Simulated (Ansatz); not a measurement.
Ti3Al: do energies and stresses tell the same story?

Method: Ansatz 0.2.0, DFT PBEsol, scalar-relativistic, plane waves, PAW.

Cutoff 420 eV; k points 6×6×8 on the computed 8-atom cell (Γ-centred); Gaussian smearing, width 0.10 eV; no spin polarisation.

Relaxed cell: P6_3/mmc, a = 5.688 Å, b = 5.688 Å, c = 4.608 Å, α = 90.00°, β = 90.00°, γ = 120.00°, 8 atoms in the primitive cell. Whether it is the stable form of this composition wasn't checked.

Energies at zero smearing and pressures from the stress tensor, at volumes with shape and atoms relaxed:
```tsv
V (Å³/atom)	E − E(first) (meV/atom)	P (GPa)
14.200	0.00	19.65
14.684	-50.07	13.64
15.169	-83.20	8.43
15.653	-101.64	3.92
16.137	-107.38	0.00
16.621	-102.07	-3.41
17.105	-87.14	-6.37
17.750	-54.45	-9.72
```

**Question.** Check P = −dE/dV between neighbouring volumes, and get the bulk modulus from the pressures alone.

**Answer.** With 1 eV/Å³ = 160.2 GPa:
```
middle V (Å³/atom)  −ΔE/ΔV (GPa) mean P (GPa)
            14.442        16.572        16.646
            14.926        10.964        11.038
            15.411         6.105         6.175
            15.895         1.898         1.956
            16.379        -1.758        -1.706
            16.863        -4.941        -4.892
            17.428        -8.115        -8.046
```

The two differ by 0.07 GPa at most. The mean of two end pressures misses the average over a step by about ΔV² P″/12, up to 0.07 GPa here; with that taken off 0.02 GPa remains. Around V = 16.137 Å³/atom, the two neighbours give B = −V ΔP/ΔV = 16.137 × 7.32 / 0.968 = 122.1 GPa, against B0 = 121.7 GPa from the Birch–Murnaghan fit of the energies.

Energies and stresses do tell the same story. The mean pressure lies above the energy slope in every interval, as it must for a convex pressure curve, so most of the mismatch comes from the finite volume step and not from the stress tensor. The small remainder suggests that Pulay stress from the incomplete plane-wave basis hardly matters here.

The convexity itself is physical: pressure rises ever more steeply on compression because the kinetic-energy cost of squeezing the electrons and the overlap repulsion between ion cores grow faster than the cohesion from Ti d–d bonding and Ti d–Al p hybridisation. The alloy therefore stiffens as it shrinks and softens as it expands.

Agreement between the two routes shows internal consistency, not accuracy, since both derive from the same functional. The relaxed cell is in fact somewhat smaller than the measured one for Ti3Al, and the bulk modulus somewhat high, probably because PBEsol tends to overbind 3d metals. Resistance to shear is not tested by this volume curve.
